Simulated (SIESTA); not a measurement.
BN:

```
CELL_PARAMETERS angstrom
1.25112 0.72234 3.37293
-1.25112 0.72234 3.37293
0.00000 -1.44467 3.37293
ATOMIC_POSITIONS crystal
N 0.66724 0.66724 0.66724
B 0.00033 0.00033 0.00033
```

The cell is a database's computed one.

Base run:

| Quantity | Value |
| --- | --- |
| Program | SIESTA 5.4.2 |
| Functional | BLYP |
| Potentials or basis | PseudoDojo 0.4 standard (PBE files) |
| Basis | DZP (energy shift 0.003 Ry) |
| Grid cutoff | 800 Ry |
| Energy shift | 0.003 Ry |
| k mesh | 12 × 12 × 12 |
| Occupations | fermi-dirac, width 0.05 eV |
| Spin | no spin polarisation |

Its results: band gap on the k mesh 4.35 eV, indirect (least direct gap 4.76 eV); pressure 11.9 GPa.

Question: The run is repeated on the same cell with these changes: functional from BLYP to AM05; potentials or basis from PseudoDojo 0.4 standard (PBE files) to PseudoDojo 0.4 standard (PBEsol files). What comes out?

Answer: Band gap on the k mesh 4.20 eV, indirect (least direct gap 4.58 eV); pressure 5.3 GPa.

Caveats: the potentials were made for another functional, which shifts forces and pressure; the basis of atomic orbitals isn't converged, which shifts pressures, moduli and gaps.

A k mesh can miss the band edges.
